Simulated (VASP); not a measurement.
# La (Fm-3m) in VASP: equation of state

Aim: energy against volume of La in PBE, for its equilibrium volume and stiffness.

Everything below comes from runs of VASP 6.6.1. Logs are shortened: lines on timing, memory, paths and dates and some standing lists are left out, and cuts for length are marked.

### 1 The crystal as given

The structure is cubic, space group Fm-3m (No. 225). Conventional cell: a = 5.291 Å, b = 5.291 Å, c = 5.291 Å, α = 90.00°, β = 90.00°, γ = 90.00°. La (site symmetry m-3m) has 12 La at 3.74 Å as nearest neighbours.

This isn't the form of La at room conditions, which is double hcp.

### 2 Equation of state, PBE, 34.81 Å³/atom (volume scaled by 0.94)

Contents of INCAR:

```
SYSTEM = La
PREC     = Accurate       ! precision mode
ENCUT    = 520            ! plane-wave cutoff, eV
EDIFF    = 1E-7           ! SCF threshold, eV
ISMEAR   = -1             ! smearing method
SIGMA    = 0.05           ! smearing width, eV
LREAL    = .FALSE.        ! projectors in reciprocal space
LASPH    = .TRUE.         ! aspherical terms in the spheres
NELM     = 100            ! most SCF steps
ALGO     = Normal         ! electronic algorithm
ISIF     = 2              ! what is computed and relaxed
LWAVE    = .FALSE.        ! write WAVECAR
LCHARG   = .FALSE.        ! write CHGCAR
GGA      = PE             ! functional
NBANDS   = 12             ! bands
```

Contents of KPOINTS:

```
Automatic mesh
0
G
  9 9 9
  0 0 0
```

Contents of POSCAR:

```
La
1.0
    0.0000000000      2.5914950506      2.5914950506
    2.5914950506      0.0000000000      2.5914950506
    2.5914950506      2.5914950506      0.0000000000
La
1
Direct
    0.0000000000      0.0000000000      0.0000000000
```

Potentials or basis: VASP PAW PBE potentials, release 64 (La).

Command:

```
$ cat potpaw_PBE.64/La/POTCAR > POTCAR
$ mpirun -np 1 vasp_std > vasp.out
```

OUTCAR:

```text
SYSTEM = La
   PREC = Accurate
   ENCUT = 520
   EDIFF = 1E-7
   ISMEAR = -1
   LREAL = .FALSE.
   LASPH = .TRUE.
   NELM = 100
   ISIF = 2
   GGA = PE

 ion  position               nearest neighbor table
   1  0.000  0.000  0.000-

  LATTYP: Found a face centered cubic cell.
 ALAT       =     5.1829901012

  Lattice vectors:

 A1 = (   0.0000000000,   2.5914950506,   2.5914950506)
 A2 = (   2.5914950506,   0.0000000000,   2.5914950506)
 A3 = (   2.5914950506,   2.5914950506,   0.0000000000)

Analysis of symmetry for initial positions (statically):
=====================================================================
 Subroutine PRICEL returns:
 Original cell was already a primitive cell.

 Routine SETGRP: Setting up the symmetry group for a
 face centered cubic supercell.

 Subroutine GETGRP returns: Found 48 space group operations
 (whereof 48 operations were pure point group operations)
 out of a pool of 48 trial point group operations.

The static configuration has the point symmetry O_h .

Analysis of symmetry for dynamics (positions and initial velocities):
=====================================================================
 Subroutine PRICEL returns:
 Original cell was already a primitive cell.

 Routine SETGRP: Setting up the symmetry group for a
 face centered cubic supercell.

 Subroutine GETGRP returns: Found 48 space group operations
 (whereof 48 operations were pure point group operations)
 out of a pool of 48 trial point group operations.

The dynamic configuration has the point symmetry O_h .

 Subroutine INISYM returns: Found 48 space group operations
 (whereof 48 operations are pure point group operations),
 and found     1 'primitive' translations

----------------------------------------------------------------------------------------

                                     Primitive cell

  volume of cell :      34.8082

  direct lattice vectors                    reciprocal lattice vectors
     0.000000000  2.591495051  2.591495051    -0.192938821  0.192938821  0.192938821
     2.591495051  0.000000000  2.591495051     0.192938821 -0.192938821  0.192938821
     2.591495051  2.591495051  0.000000000     0.192938821  0.192938821 -0.192938821

  length of vectors
     3.664927447  3.664927447  3.664927447     0.334179841  0.334179841  0.334179841

  position of ions in fractional coordinates (direct lattice)
     0.000000000  0.000000000  0.000000000

  ion indices of the primitive-cell ions
   primitive index   ion index
                 1           1

----------------------------------------------------------------------------------------

 KPOINTS: Automatic mesh

Automatic generation of k-mesh.
 Grid dimensions read from file:
 generate k-points for:    9    9    9

 Generating k-lattice:

  Cartesian coordinates                     Fractional coordinates (reciprocal lattice)
    -0.021437647  0.021437647  0.021437647     0.111111111  0.000000000  0.000000000
     0.021437647 -0.021437647  0.021437647     0.000000000  0.111111111  0.000000000
     0.021437647  0.021437647 -0.021437647     0.000000000  0.000000000  0.111111111

  Length of vectors
     0.037131093  0.037131093  0.037131093

  Shift w.r.t. Gamma in fractional coordinates (k-lattice)
     0.000000000  0.000000000  0.000000000

 Subroutine IBZKPT returns following result:
 ===========================================

 Found     35 irreducible k-points:

 Following reciprocal coordinates:
            Coordinates               Weight
  0.000000  0.000000  0.000000      1.000000
  0.111111  0.000000  0.000000      8.000000
  0.222222  0.000000  0.000000      8.000000
  0.333333  0.000000  0.000000      8.000000
  0.444444  0.000000  0.000000      8.000000
  0.111111  0.111111  0.000000      6.000000
[... 27 lines left out ...]
 -0.333333  0.444444  0.111111     24.000000
 -0.333333  0.444444  0.222222     24.000000
   k-points           NKPTS =     35   k-points in BZ     NKDIM =     35   number of bands    NBANDS=     12
   number of dos      NEDOS =    301   number of ions     NIONS =      1
   total plane-waves  NPLWV =  21952
   dimension x,y,z NGX =    28 NGY =   28 NGZ =   28
   dimension x,y,z NGXF=    56 NGYF=   56 NGZF=   56
   ions per type =               1
   NGX,Y,Z   is equivalent  to a cutoff of  12.70, 12.70, 12.70 a.u.
   NGXF,Y,Z  is equivalent  to a cutoff of  25.40, 25.40, 25.40 a.u.
 SYSTEM =  La
   PREC   = accura    normal or accurate (medium, high low for compatibility)
   ISTART =      0    job   : 0-new  1-cont  2-samecut
   ICHARG =      2    charge: 1-file 2-atom 10-const
   ISPIN  =      1    spin polarized calculation?
   LNONCOLLINEAR =      F non collinear calculations
   LSORBIT =      F    spin-orbit coupling
   LASPH  =      T    aspherical Exc in radial PAW
   ENCUT  =  520.0 eV  38.22 Ry    6.18 a.u.   6.81  6.81  6.81*2*pi/ulx,y,z
   NELM   =    100;   NELMIN=  2; NELMDL= -5     # of ELM steps
   EDIFF  = 0.1E-06   stopping-criterion for ELM
   LREAL  =      F    real-space projection
   EDIFFG = 0.1E-05   stopping-criterion for IOM
   NSW    =      0    number of steps for IOM
   IBRION =     -1    ionic relax: 0-MD 1-quasi-New 2-CG
   NFREE  =      0    steps in history (QN), initial steepest desc. (CG)
   ISIF   =      2    stress and relaxation
   ISYM   =      2    0-nonsym 1-usesym 2-fastsym
   POTIM  = 0.5000    time-step for ionic-motion
   TEBEG  =    0.0;   TEEND  =   0.0 temperature during run
   PSTRESS=    0.0 pullay stress
   NELECT =      11.0000    total number of electrons
   NUPDOWN=      -1.0000    fix difference up-down
   EMIN   =  10.00;   EMAX   =-10.00  energy-range for DOS
   EFERMI =   0.00;   METHOD = LEGACY
   ISMEAR =    -1;   SIGMA  =   0.05  broadening in eV -4-tet -1-fermi 0-gaus
   EFERMI_NEDOS =   21; number of points for ismear=-14 and -15
   IALGO  =     38    algorithm
   IMIX   =      4    mixing-type and parameters
     AMIX     =   0.40;   BMIX     =  1.00
     AMIX_MAG =   1.60;   BMIX_MAG =  1.00
  volume/ion in A,a.u.               =      34.81       234.90
  Fermi-wavevector in a.u.,A,eV,Ry     =   1.115095  2.107225 16.917997  1.243438
  Thomas-Fermi vector in A             =   2.251697
   LORBIT       =      0    0 simple, 1 ext, 2 COOP (PROOUT), +10 PAW based schemes
   GGA     = PE    functional components
   LHFCALC =     F    Hartree Fock is set to
   AEXX    =    0.0000 exact exchange contribution
   IVDW    =     0    specifies the selected vdW correction
   LEPSILON=     F    determine dielectric tensor
   LRPA    =     F    only Hartree local field effects (RPA)
 non-spin polarized calculation
  energy-cutoff  :      520.00
  volume of cell :       34.81
 maximum number of plane-waves:       954
   NGX = 13   NGY = 13   NGZ = 13

 number of electron      11.0000000 magnetization

 Free energy of the ion-electron system (eV)
  ---------------------------------------------------
  ext. energy  EPLUGINS =         0.00000000
  ---------------------------------------------------
  free energy    TOTEN  =        -4.87109739 eV

  energy without entropy =       -4.85323542  energy(sigma->0) =       -4.86216640

 E-fermi :   8.5297     XC(G=0):  -9.8257

 val. band max:        8.5276652693   @ k =  -0.3333   0.3333   0.1111
 cond. band min:       8.5954074235   @ k =  -0.3333   0.2222   0.0000
 fundamental gap:      0.0677421543
 Fermi energy:         8.5297496917

 k-point     1 :       0.0000    0.0000    0.0000
  band No.  band energies     occupation
      1     -24.2764      2.00000
      2      -7.1332      2.00000
      3      -7.1332      2.00000
      4      -7.1332      2.00000
      5       5.3898      2.00000
      6       9.8600      0.00000
      7      10.0383      0.00000
      8      10.0383      0.00000
      9      10.0383      0.00000
     10      10.4371      0.00000
     11      10.4371      0.00000
     12      10.4371      0.00000

 k-point     2 :       0.1111    0.0000    0.0000
  band No.  band energies     occupation
      1     -24.2478      2.00000
      2      -7.3551      2.00000
      3      -7.1587      2.00000
      4      -7.1587      2.00000
      5       5.7787      2.00000
      6       9.2807      0.00000
      7      10.0866      0.00000
      8      10.0866      0.00000
      9      10.3351      0.00000
     10      10.4369      0.00000
     11      10.4369      0.00000
     12      10.5846      0.00000

 k-point     3 :       0.2222    0.0000    0.0000
  band No.  band energies     occupation
      1     -24.1743      2.00000
      2      -7.8787      2.00000
      3      -7.2224      2.00000
      4      -7.2224      2.00000
      5       6.5698      2.00000
      6       9.0017      0.00016
      7      10.0969      0.00000
      8      10.0969      0.00000
      9      10.2069      0.00000
     10      10.4458      0.00000
     11      10.4458      0.00000
     12      10.9475      0.00000
[... 451 lines left out ...]
 k-point    34 :      -0.3333    0.4444    0.1111
  band No.  band energies     occupation
      1     -23.9421      2.00000
      2      -8.4378      2.00000
      3      -8.0588      2.00000
      4      -7.6932      2.00000
      5       7.1955      2.00000
      6       8.0833      1.99973
      7       9.9985      0.00000
      8      10.2091      0.00000
      9      10.5647      0.00000
     10      10.5773      0.00000
     11      10.9272      0.00000
     12      10.9427      0.00000

 k-point    35 :      -0.3333    0.4444    0.2222
  band No.  band energies     occupation
      1     -23.9454      2.00000
      2      -8.3357      2.00000
      3      -8.1276      2.00000
      4      -7.7194      2.00000
      5       7.6448      2.00000
      6       8.6310      0.23324
      7       9.1900      0.00000
      8      10.0845      0.00000
      9      10.5880      0.00000
     10      10.5978      0.00000
     11      10.9408      0.00000
     12      10.9631      0.00000

------------------------ aborting loop because EDIFF is reached ----------------------------------------

  FORCE on cell =-STRESS in cart. coord.  units (eV):
  Direction    XX          YY          ZZ          XY          YZ          ZX
  --------------------------------------------------------------------------------------
  -------------------------------------------------------------------------------------
  Total        0.2922710      0.2922710      0.2922710     -0.0000000      0.0000000      0.0000000
  in kB       13.4528759     13.4528759     13.4528759     -0.0000000      0.0000000      0.0000000
  external PRESSURE =      13.4528759 kB  Pullay stress =       0.0000000 kB

 VOLUME and BASIS-vectors are now :
 -----------------------------------------------------------------------------
  energy-cutoff  :      520.00
  volume of cell :       34.81
      direct lattice vectors                 reciprocal lattice vectors
     0.000000000  2.591495051  2.591495051    -0.192938821  0.192938821  0.192938821
     2.591495051  0.000000000  2.591495051     0.192938821 -0.192938821  0.192938821
     2.591495051  2.591495051  0.000000000     0.192938821  0.192938821 -0.192938821

 POSITION                                       TOTAL-FORCE (eV/Angst)
 -----------------------------------------------------------------------------------
      0.00000      0.00000      0.00000         0.000000      0.000000      0.000000
 -----------------------------------------------------------------------------------
    total drift:                                0.000000      0.000000      0.000000

  FREE ENERGIE OF THE ION-ELECTRON SYSTEM (eV)
  ---------------------------------------------------
  free  energy   TOTEN  =        -4.8710973863 eV

  energy  without entropy=       -4.8532354184  energy(sigma->0) =       -4.86216640
```

Wall time 15 s (1 thread of Intel Xeon Platinum 8559C (Emerald Rapids), shared host); peak memory 0.17 GiB.

What came out:

* Free energy: -4.8711 eV
* Pressure: 1.3 GPa
* Band gap on the k mesh: none (metal or under the smearing width)

### 3 Equation of state, PBE, 35.55 Å³/atom (volume scaled by 0.96)

Contents of INCAR:

```
SYSTEM = La
PREC = Accurate
ENCUT = 520
EDIFF = 1E-7
ISMEAR = -1
SIGMA = 0.05
LREAL = .FALSE.
LASPH = .TRUE.
NELM = 60
ALGO = Normal
ISIF = 2
LWAVE = .FALSE.
LCHARG = .FALSE.
GGA = PE
NBANDS = 12
```

Contents of KPOINTS:

```
regular mesh
0
G
  9 9 9
  0 0 0
```

Contents of POSCAR:

```
La
1.0
    0.0000000000      2.6097456171      2.6097456171
    2.6097456171      0.0000000000      2.6097456171
    2.6097456171      2.6097456171      0.0000000000
La
1
Direct
    0.0000000000      0.0000000000      0.0000000000
```

Potentials or basis: VASP PAW PBE potentials, release 64 (La).

Command:

```
$ cat potpaw_PBE.64/La/POTCAR > POTCAR
$ mpirun -np 1 vasp_std > vasp.out
```

It took 16 s on 1 thread of Intel Xeon Platinum 8559C (Emerald Rapids), shared host; peak memory 0.17 GiB.

The run converged. Its results:

| Property | Result |
| --- | --- |
| Free energy | -4.8762 eV |
| Pressure | 0.8 GPa |
| Band gap on the k mesh | none (metal or under the smearing width) |

### 4 Equation of state, PBE, 36.29 Å³/atom (volume scaled by 0.98)

Contents of INCAR:

```
ALGO = Normal
EDIFF = 1E-7
ENCUT = 520
GGA = PE
ISIF = 2
ISMEAR = -1
LASPH = T
LCHARG = F
LREAL = F
LWAVE = F
NBANDS = 12
NELM = 80
PREC = Accurate
SIGMA = 0.05
```

Contents of KPOINTS:

```
k-points
0
Gamma
  9 9 9
```

Contents of POSCAR:

```
La
1.0
    0.0000000000      2.6277444315      2.6277444315
    2.6277444315      0.0000000000      2.6277444315
    2.6277444315      2.6277444315      0.0000000000
La
1
Direct
    0.0000000000      0.0000000000      0.0000000000
```

Command:

```
$ cat potpaw_PBE.64/La/POTCAR > POTCAR
$ mpirun -np 1 vasp_std > vasp.out
```

Run time: 24 s. Hardware: 1 thread of Intel Xeon Platinum 8559C (Emerald Rapids), shared host; peak memory 0.17 GiB.

It converged, with:

| Quantity | Value |
| --- | --- |
| Free energy | -4.8791 eV |
| Pressure | 0.4 GPa |
| Band gap on the k mesh | none (metal or under the smearing width) |

### 5 Equation of state, PBE, 37.77 Å³/atom (volume scaled by 1.02)

Contents of INCAR:

```
  ALGO = Normal
  EDIFF = 1E-7
  ENCUT = 520
  GGA = PE
  ISIF = 2
  ISMEAR = -1
  LASPH = True
  LCHARG = False
  LREAL = False
  LWAVE = False
  NBANDS = 12
  NELM = 100
  PREC = Accurate
  SIGMA = 0.05
```

KPOINTS is that of step 4.

Contents of POSCAR:

```
La
1.0
    0.0000000000      2.6630203781      2.6630203781
    2.6630203781      0.0000000000      2.6630203781
    2.6630203781      2.6630203781      0.0000000000
La
1
Direct
    0.0000000000      0.0000000000      0.0000000000
```

Command:

```
$ cat potpaw_PBE.64/La/POTCAR > POTCAR
$ mpirun -np 1 vasp_std > vasp.out
```

Run time: 20 s. Hardware: 1 thread of Intel Xeon Platinum 8559C (Emerald Rapids), shared host; peak memory 0.17 GiB.

The run converged. Its results:

| Property | Result |
| --- | --- |
| Free energy | -4.8791 eV |
| Pressure | -0.4 GPa |
| Band gap on the k mesh | none (metal or under the smearing width) |

### 6 Equation of state, PBE, 38.51 Å³/atom (volume scaled by 1.04)

Contents of INCAR:

```
SYSTEM = La
ALGO = Normal
EDIFF = 1E-7
ENCUT = 520
GGA = PE
ISIF = 2
ISMEAR = -1
LASPH = .True.
LCHARG = .False.
LREAL = .False.
LWAVE = .False.
NBANDS = 12
NELM = 60
PREC = Accurate
SIGMA = 0.05
```

Contents of KPOINTS:

```
k-points
0
Gamma
  9 9 9
  0 0 0
```

Contents of POSCAR:

```
La
1.0
    0.0000000000      2.6803132028      2.6803132028
    2.6803132028      0.0000000000      2.6803132028
    2.6803132028      2.6803132028      0.0000000000
La
1
Direct
    0.0000000000      0.0000000000      0.0000000000
```

Potentials or basis: VASP PAW PBE potentials, release 64 (La).

Command:

```
$ cat potpaw_PBE.64/La/POTCAR > POTCAR
$ mpirun -np 1 vasp_std > vasp.out
```

It took 16 s on 1 thread of Intel Xeon Platinum 8559C (Emerald Rapids), shared host; peak memory 0.17 GiB.

It converged, with:

```yaml
Free_energy: -4.8763 eV
Pressure: -0.8 GPa
Band_gap_on_the_k_mesh: none (metal or under the smearing width)
```

### 7 Equation of state, PBE, 39.25 Å³/atom (volume scaled by 1.06)

Contents of INCAR:

```
PREC = Accurate ; ENCUT = 520
EDIFF = 1E-7 ; ISMEAR = -1
SIGMA = 0.05 ; LREAL = False
LASPH = True ; NELM = 100
ALGO = Normal ; ISIF = 2
LWAVE = False ; LCHARG = False
GGA = PE ; NBANDS = 12
```

Contents of KPOINTS:

```
regular mesh
0
Gamma
  9 9 9
```

Contents of POSCAR:

```
La
1.0
    0.0000000000      2.6973857217      2.6973857217
    2.6973857217      0.0000000000      2.6973857217
    2.6973857217      2.6973857217      0.0000000000
La
1
Direct
    0.0000000000      0.0000000000      0.0000000000
```

Command:

```
$ cat potpaw_PBE.64/La/POTCAR > POTCAR
$ mpirun -np 1 vasp_std > vasp.out
```

Wall time 17 s (1 thread of Intel Xeon Platinum 8559C (Emerald Rapids), shared host); peak memory 0.17 GiB.

The run converged. Its results:

```
Free energy            : -4.8716 eV
Pressure               : -1.2 GPa
Band gap on the k mesh : none (metal or under the smearing width)
```

### 8 Equation of state, PBE

Potentials or basis: VASP PAW PBE potentials, release 64 (La).

No new run: the results of the series are fitted here.

Results:

```
Equilibrium volume : 37.02 Å³/atom (rough: see the caveat)
Bulk modulus       : 21 GPa (rough)
```

Energy against volume, from the lowest point:
| volume (Å³/atom) | energy (meV/atom) |
| --- | --- |
| 34.808 | 9.00 |
| 35.549 | 3.89 |
| 36.289 | 0.95 |
| 37.030 | 0.00 |
| 37.771 | 0.95 |
| 38.511 | 3.77 |
| 39.252 | 8.45 |

Caveat: the fit is doubtful: noisy points or a state that changes with volume. The run has no spin-orbit coupling, so splittings on La are missing.
